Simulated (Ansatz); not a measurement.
The system is AlN.

```
Al N
1.0
     0.00000    2.03452    2.03452
     2.03452    0.00000    2.03452
     2.03452    2.03452    0.00000
Al N
1 1
Direct
  0.50000 0.50000 0.50000
  0.00000 0.00000 0.00000
```

Measurements of this composition are mostly on another form, of space group No. 186.

Base run:

```yaml
Program: Ansatz 0.2.0
Functional: PBE
Potentials_or_basis: all-electron LAPW, scalar-relativistic
Cutoff: 322 eV (chosen from the basis error)
Basis_error_allowed: 0.001 eV/atom
k_mesh: 11 × 11 × 11
Occupations: gaussian, width 0.05 eV
Spin: no spin polarisation
```

Its results: band gap on the k mesh 4.57 eV, indirect (least direct gap 5.41 eV); pressure 0.3 GPa.

Question: The run is repeated on the same cell with these changes: functional from PBE to RPBE; occupations from gaussian, width 0.05 eV to gaussian, width 0.1 eV. What comes out?

Answer: Band gap on the k mesh 4.69 eV, indirect (least direct gap 5.43 eV); pressure 5.0 GPa.

Caveats: an odd mesh through Γ misses points on the zone boundary, where band edges often lie.
